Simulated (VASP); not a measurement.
# InAs (F-43m) in VASP: further runs

InAs is run at these levels: PBEsol; tasks: single point.

All numbers are computed with VASP 6.6.1; they aren't measurements. Logs are shortened: lines on timing, memory, paths and dates and some standing lists are left out, and cuts for length are marked.

**Experimental background.**

A printed reference work, data compilation reports, for a bulk crystal of InAs at 4.2 K: band gap 0.418 eV (direct).

The runs below are set against these values where they give the same quantity.

### Step 1. The cell of the first run

Symmetry: F-43m, No. 216, cubic system. Conventional cell: a = 6.088 Å, b = 6.088 Å, c = 6.088 Å, α = 90.00°, β = 90.00°, γ = 90.00°. Within 3.5 Å of In (site symmetry -43m) lie 4 As at 2.64 Å. Within 3.5 Å of As (site symmetry -43m) lie 4 In at 2.64 Å.

### Step 2. Single point, PBEsol

Input file INCAR:

```
PREC     = Accurate       # precision mode
ENCUT    = 500            # plane-wave cutoff, eV
EDIFF    = 1E-6           # SCF threshold, eV
ISMEAR   = -1             # smearing method
SIGMA    = 0.1            # smearing width, eV
LREAL    = F              # projectors in reciprocal space
LASPH    = T              # aspherical terms in the spheres
NELM     = 120            # most SCF steps
ALGO     = Normal         # electronic algorithm
ISIF     = 2              # what is computed and relaxed
LWAVE    = F              # write WAVECAR
LCHARG   = T              # write CHGCAR
GGA      = PS             # functional
LELF     = T              # ELF
LVHAR    = T            
NBANDS   = 16             # bands
GGA_COMPAT= F
```

Input file KPOINTS:

```
Automatic mesh
0
Gamma
  12 12 12
```

Input file POSCAR:

```
InAs
1.0
    0.0000000000      3.0439245820      3.0439245820
    3.0439245820      0.0000000000      3.0439245820
    3.0439245820      3.0439245820      0.0000000000
In As
1 1
Direct
    0.0000000000      0.0000000000      0.0000000000
    0.7500000000      0.7500000000      0.7500000000
```

Potentials or basis: VASP PAW PBE potentials, release 64 (In_d, As).

Started as:

```sh
$ cat potpaw_PBE.64/In_d/POTCAR potpaw_PBE.64/As/POTCAR > POTCAR
$ mpirun -np 1 vasp_std > vasp.out
```

OUTCAR:

```text
PREC = Accurate
   ENCUT = 500
   EDIFF = 1E-6
   ISMEAR = -1
   LREAL = F
   LASPH = T
   NELM = 120
   ISIF = 2
   GGA = PS

 ion  position               nearest neighbor table
   1  0.000  0.000  0.000-   2 2.64   2 2.64   2 2.64   2 2.64
   2  0.750  0.750  0.750-   1 2.64   1 2.64   1 2.64   1 2.64

  LATTYP: Found a face centered cubic cell.
 ALAT       =     6.0878491640

  Lattice vectors:

 A1 = (   0.0000000000,   3.0439245820,   3.0439245820)
 A2 = (   3.0439245820,   0.0000000000,   3.0439245820)
 A3 = (   3.0439245820,   3.0439245820,   0.0000000000)

Analysis of symmetry for initial positions (statically):
=====================================================================
 Subroutine PRICEL returns:
 Original cell was already a primitive cell.

 Routine SETGRP: Setting up the symmetry group for a
 face centered cubic supercell.

 Subroutine GETGRP returns: Found 24 space group operations
 (whereof 24 operations were pure point group operations)
 out of a pool of 48 trial point group operations.

The static configuration has the point symmetry T_d .

Analysis of symmetry for dynamics (positions and initial velocities):
=====================================================================
 Subroutine PRICEL returns:
 Original cell was already a primitive cell.

 Routine SETGRP: Setting up the symmetry group for a
 face centered cubic supercell.

 Subroutine GETGRP returns: Found 24 space group operations
 (whereof 24 operations were pure point group operations)
 out of a pool of 48 trial point group operations.

The dynamic configuration has the point symmetry T_d .

 Subroutine INISYM returns: Found 24 space group operations
 (whereof 24 operations are pure point group operations),
 and found     1 'primitive' translations

----------------------------------------------------------------------------------------

                                     Primitive cell

  volume of cell :      56.4068

  direct lattice vectors                    reciprocal lattice vectors
     0.000000000  3.043924582  3.043924582    -0.164261626  0.164261626  0.164261626
     3.043924582  0.000000000  3.043924582     0.164261626 -0.164261626  0.164261626
     3.043924582  3.043924582  0.000000000     0.164261626  0.164261626 -0.164261626

  length of vectors
     4.304759427  4.304759427  4.304759427     0.284509481  0.284509481  0.284509481

  position of ions in fractional coordinates (direct lattice)
     0.000000000  0.000000000  0.000000000
     0.750000000  0.750000000  0.750000000

  ion indices of the primitive-cell ions
   primitive index   ion index
                 1           1
                 2           2

----------------------------------------------------------------------------------------

 KPOINTS: Automatic mesh

Automatic generation of k-mesh.
 Grid dimensions read from file:
 generate k-points for:   12   12   12

 Generating k-lattice:

  Cartesian coordinates                     Fractional coordinates (reciprocal lattice)
    -0.013688469  0.013688469  0.013688469     0.083333333  0.000000000  0.000000000
     0.013688469 -0.013688469  0.013688469     0.000000000  0.083333333  0.000000000
     0.013688469  0.013688469 -0.013688469     0.000000000  0.000000000  0.083333333

  Length of vectors
     0.023709123  0.023709123  0.023709123

  Shift w.r.t. Gamma in fractional coordinates (k-lattice)
     0.000000000  0.000000000  0.000000000

 Subroutine IBZKPT returns following result:
 ===========================================

 Found     72 irreducible k-points:

 Following reciprocal coordinates:
            Coordinates               Weight
  0.000000  0.000000  0.000000      1.000000
  0.083333  0.000000  0.000000      8.000000
  0.166667  0.000000  0.000000      8.000000
  0.250000  0.000000  0.000000      8.000000
  0.333333  0.000000  0.000000      8.000000
  0.416667  0.000000  0.000000      8.000000
[... 16 lines left out ...]
  0.500000  0.166667  0.000000     24.000000
 -0.416667  0.166667  0.000000     24.000000
 [... further k-points ...]
   k-points           NKPTS =     72   k-points in BZ     NKDIM =     72   number of bands    NBANDS=     16
   number of dos      NEDOS =    301   number of ions     NIONS =      2
   total plane-waves  NPLWV =  32768
   dimension x,y,z NGX =    32 NGY =   32 NGZ =   32
   dimension x,y,z NGXF=    64 NGYF=   64 NGZF=   64
   ions per type =               1   1
   NGX,Y,Z   is equivalent  to a cutoff of  12.36, 12.36, 12.36 a.u.
   NGXF,Y,Z  is equivalent  to a cutoff of  24.72, 24.72, 24.72 a.u.
 SYSTEM =  unknown system
   PREC   = accura    normal or accurate (medium, high low for compatibility)
   ISTART =      0    job   : 0-new  1-cont  2-samecut
   ICHARG =      2    charge: 1-file 2-atom 10-const
   ISPIN  =      1    spin polarized calculation?
   LNONCOLLINEAR =      F non collinear calculations
   LSORBIT =      F    spin-orbit coupling
   LASPH  =      T    aspherical Exc in radial PAW
   ENCUT  =  500.0 eV  36.75 Ry    6.06 a.u.   7.85  7.85  7.85*2*pi/ulx,y,z
   NELM   =    120;   NELMIN=  2; NELMDL= -5     # of ELM steps
   EDIFF  = 0.1E-05   stopping-criterion for ELM
   LREAL  =      F    real-space projection
   EDIFFG = 0.1E-04   stopping-criterion for IOM
   NSW    =      0    number of steps for IOM
   IBRION =     -1    ionic relax: 0-MD 1-quasi-New 2-CG
   NFREE  =      0    steps in history (QN), initial steepest desc. (CG)
   ISIF   =      2    stress and relaxation
   ISYM   =      2    0-nonsym 1-usesym 2-fastsym
   POTIM  = 0.5000    time-step for ionic-motion
   TEBEG  =    0.0;   TEEND  =   0.0 temperature during run
   PSTRESS=    0.0 pullay stress
   NELECT =      18.0000    total number of electrons
   NUPDOWN=      -1.0000    fix difference up-down
   EMIN   =  10.00;   EMAX   =-10.00  energy-range for DOS
   EFERMI =   0.00;   METHOD = LEGACY
   ISMEAR =    -1;   SIGMA  =   0.10  broadening in eV -4-tet -1-fermi 0-gaus
   EFERMI_NEDOS =   21; number of points for ismear=-14 and -15
   IALGO  =     38    algorithm
   IMIX   =      4    mixing-type and parameters
     AMIX     =   0.40;   BMIX     =  1.00
     AMIX_MAG =   1.60;   BMIX_MAG =  1.00
  volume/ion in A,a.u.               =      28.20       190.33
  Fermi-wavevector in a.u.,A,eV,Ry     =   1.118721  2.114076 17.028189  1.251537
  Thomas-Fermi vector in A             =   2.255354
   LORBIT       =      0    0 simple, 1 ext, 2 COOP (PROOUT), +10 PAW based schemes
   GGA     = PS    functional components
   LHFCALC =     F    Hartree Fock is set to
   AEXX    =    0.0000 exact exchange contribution
   IVDW    =     0    specifies the selected vdW correction
   LEPSILON=     F    determine dielectric tensor
   LRPA    =     F    only Hartree local field effects (RPA)
 non-spin polarized calculation
  energy-cutoff  :      500.00
  volume of cell :       56.41
 maximum number of plane-waves:      1459
   NGX = 15   NGY = 15   NGZ = 15

 number of electron      17.9999992 magnetization

 Free energy of the ion-electron system (eV)
  ---------------------------------------------------
  ext. energy  EPLUGINS =         0.00000000
  ---------------------------------------------------
  free energy    TOTEN  =        -8.49102532 eV

  energy without entropy =       -8.49024573  energy(sigma->0) =       -8.49063553

 E-fermi :   4.4434     XC(G=0):  -9.1967

 val. band max:        4.1701962876   @ k =   0.0000   0.0000   0.0000
 cond. band min:       4.8841125096   @ k =   0.0833   0.0000   0.0000
 fundamental gap:      0.7139162220
 Fermi energy:         4.4433793685

 k-point     1 :       0.0000    0.0000    0.0000
  band No.  band energies     occupation
      1     -10.1208      2.00000
      2     -10.1208      2.00000
      3     -10.1208      2.00000
      4     -10.0011      2.00000
      5     -10.0011      2.00000
      6      -7.5908      2.00000
[... 8 lines left out ...]
     15      13.7838      0.00000
     16      13.7838      0.00000

 k-point     2 :       0.0833    0.0000    0.0000
  band No.  band energies     occupation
      1     -10.1297      2.00000
      2     -10.1182      2.00000
      3     -10.1182      2.00000
      4     -10.0012      2.00000
      5     -10.0012      2.00000
      6      -7.5201      2.00000
[... 8 lines left out ...]
     15      13.1884      0.00000
     16      13.1884      0.00000

 k-point     3 :       0.1667    0.0000    0.0000
  band No.  band energies     occupation
      1     -10.1530      2.00000
      2     -10.1115      2.00000
      3     -10.1115      2.00000
      4     -10.0010      2.00000
      5     -10.0010      2.00000
      6      -7.3162      2.00000
[... 8 lines left out ...]
     15      12.6825      0.00000
     16      12.6825      0.00000

 k-point     4 :       0.2500    0.0000    0.0000
  band No.  band energies     occupation
      1     -10.1831      2.00000
      2     -10.1033      2.00000
      3     -10.1033      2.00000
      4      -9.9999      2.00000
      5      -9.9999      2.00000
      6      -7.0041      2.00000
[... 8 lines left out ...]
     15      12.6427      0.00000
     16      12.6427      0.00000

 k-point     5 :       0.3333    0.0000    0.0000
  band No.  band energies     occupation
      1     -10.2117      2.00000
      2     -10.0964      2.00000
      3     -10.0964      2.00000
      4      -9.9975      2.00000
      5      -9.9975      2.00000
      6      -6.6349      2.00000
[... 8 lines left out ...]
     15      13.1472      0.00000
     16      13.1472      0.00000

 k-point     6 :       0.4167    0.0000    0.0000
  band No.  band energies     occupation
      1     -10.2317      2.00000
      2     -10.0922      2.00000
      3     -10.0922      2.00000
      4      -9.9947      2.00000
      5      -9.9947      2.00000
      6      -6.3065      2.00000
[... 8 lines left out ...]
     15      14.0555      0.00000
     16      14.0555      0.00000
[... 267 lines left out ...]
 k-point    21 :       0.3333    0.1667    0.0000
  band No.  band energies     occupation
      1     -10.2188      2.00000
      2     -10.0887      2.00000
      3     -10.0849      2.00000
      4     -10.0124      2.00000
      5      -9.9911      2.00000
      6      -6.6726      2.00000
[... 8 lines left out ...]
     15      14.0540      0.00000
     16      14.2110      0.00000

 k-point    22 :       0.4167    0.1667    0.0000
  band No.  band energies     occupation
      1     -10.2373      2.00000
      2     -10.0855      2.00000
      3     -10.0797      2.00000
      4     -10.0098      2.00000
      5      -9.9901      2.00000
      6      -6.3251      2.00000
[... 8 lines left out ...]
     15      14.1091      0.00000
     16      14.8381      0.00000

 k-point    23 :       0.5000    0.1667    0.0000
  band No.  band energies     occupation
      1     -10.2475      2.00000
      2     -10.0845      2.00000
      3     -10.0779      2.00000
      4     -10.0051      2.00000
      5      -9.9913      2.00000
      6      -6.0635      2.00000
[... 8 lines left out ...]
     15      14.3941      0.00000
     16      14.9062      0.00000

 k-point    24 :      -0.4167    0.1667    0.0000
  band No.  band energies     occupation
      1     -10.2473      2.00000
      2     -10.0849      2.00000
      3     -10.0794      2.00000
      4     -10.0004      2.00000
      5      -9.9952      2.00000
      6      -6.0226      2.00000
[... 8 lines left out ...]
     15      13.7486      0.00000
     16      14.1251      0.00000

 [... further k-points ...]
[... 5 lines left out ...]
  --------------------------------------------------------------------------------------
  -------------------------------------------------------------------------------------
  Total        0.0233996      0.0233996      0.0233996      0.0000000      0.0000000      0.0000000
  in kB        0.6646403      0.6646403      0.6646403      0.0000000      0.0000000      0.0000000
  external PRESSURE =       0.6646403 kB  Pullay stress =       0.0000000 kB

 VOLUME and BASIS-vectors are now :
 -----------------------------------------------------------------------------
  energy-cutoff  :      500.00
  volume of cell :       56.41
      direct lattice vectors                 reciprocal lattice vectors
     0.000000000  3.043924582  3.043924582    -0.164261626  0.164261626  0.164261626
     3.043924582  0.000000000  3.043924582     0.164261626 -0.164261626  0.164261626
     3.043924582  3.043924582  0.000000000     0.164261626  0.164261626 -0.164261626

 POSITION                                       TOTAL-FORCE (eV/Angst)
 -----------------------------------------------------------------------------------
      0.00000      0.00000      0.00000        -0.000000     -0.000000     -0.000000
      4.56589      4.56589      4.56589         0.000000      0.000000      0.000000
 -----------------------------------------------------------------------------------
    total drift:                                0.000000      0.000000      0.000000

  FREE ENERGIE OF THE ION-ELECTRON SYSTEM (eV)
  ---------------------------------------------------
  free  energy   TOTEN  =        -8.4910253236 eV

  energy  without entropy=       -8.4902457317  energy(sigma->0) =       -8.49063553
```

It took 83 s on 1 thread of Oxide Virtual Turin-like, shared host; peak memory 0.19 GiB.

Results:

- Free energy: -8.4910 eV
- Pressure: 0.1 GPa
- Band gap on the k mesh: zero (filled and empty bands touch)

Caveat: semilocal functionals underestimate gaps, and a narrow one can read as zero; the PAW data sets were made with another functional, which shifts forces and pressure a little; spin-orbit coupling is left out, which moves the levels of the heavy elements.

### Step 3. Single point, PBEsol, non-collinear spin, zero start, spin-orbit coupling

Input file INCAR:

```
SYSTEM = InAs
  PREC = Accurate
  ENCUT = 500
  EDIFF = 1E-6
  ISMEAR = -1
  SIGMA = 0.1
  LREAL = .False.
  LASPH = .True.
  NELM = 200
  ALGO = Normal
  ISIF = 2
  LWAVE = .False.
  LCHARG = .False.
  MAGMOM = 0 0 0 0 0 0
  LORBIT = 11
  LSORBIT = .True.
  GGA_COMPAT = .False.
  LORBMOM = .True.
  GGA = PS
  NBANDS = 30
```

Input file KPOINTS:

```
regular mesh
0
Gamma
  12 12 12
  0 0 0
```

POSCAR is that of step 2.

Potentials or basis: VASP PAW PBE potentials, release 64 (In_d, As).

Started as:

```sh
$ cat potpaw_PBE.64/In_d/POTCAR potpaw_PBE.64/As/POTCAR > POTCAR
$ mpirun -np 1 vasp_ncl > vasp.out
```

Wall time 8.5 min (1 thread of Oxide Virtual Turin-like, shared host); peak memory 0.45 GiB.

The run converged. Its results:

- Free energy: -8.5404 eV
- Pressure: 0.0 GPa
- Net moment: 0.00 μB per cell
- Valence electrons inside the program's atomic spheres: In 11.46; As 2.79

Moments on the atoms (μB; x, y, z):
```
In  0.00 0.00 0.00
As  0.00 0.00 0.00
```

Caveat: the PAW data sets were made with another functional, which shifts forces and pressure a little.

### Step 4. Single point, PBEsol, non-collinear spin, zero start, spin-orbit coupling

Input file INCAR:

```
PREC = Accurate ; ENCUT = 500
EDIFF = 1E-6 ; ISMEAR = -1
SIGMA = 0.1 ; LREAL = False
LASPH = True ; NELM = 200
ALGO = Normal ; ISIF = 2
LWAVE = False ; LCHARG = True
LNONCOLLINEAR = True ; MAGMOM = 0 0 0 0 0 0
LORBIT = 11 ; LSORBIT = True
GGA_COMPAT = False ; LORBMOM = True
GGA = PS ; LVHAR = True
NBANDS = 30
```

Input file KPOINTS:

```
regular mesh
0
Gamma
  12 12 12
```

POSCAR is that of step 3.

Started as:

```sh
$ cat potpaw_PBE.64/In_d/POTCAR potpaw_PBE.64/As/POTCAR > POTCAR
$ mpirun -np 1 vasp_ncl > vasp.out
```

It took 10 min on 1 thread of Oxide Virtual Turin-like, shared host; peak memory 0.45 GiB.

The run converged. Its results:

* Free energy: -8.5404 eV
* Pressure: 0.0 GPa
* Net moment: 0.00 μB per cell
* Valence electrons inside the program's atomic spheres: In 11.46; As 2.79

Moments on the atoms (μB; x, y, z):
```
In  0.00 0.00 0.00
As  0.00 0.00 0.00
```

Caveat: the PAW data sets were made with another functional, which shifts forces and pressure a little.

### Step 5. How close it comes

Step 2. A measured gap of InAs is 0.418 eV (direct; 4.2 K; a printed reference work, data compilation); the calculated 0.00 eV misses it by -0.42 eV. Spin-orbit coupling on As, In is left out. The value is that of PBEsol on a finite k mesh, which can miss the band edges, without temperature or zero-point motion. Semilocal functionals fall short of measured gaps as a rule.

The gap in the log of VASP goes by the Fermi energy; the results here count the filled bands.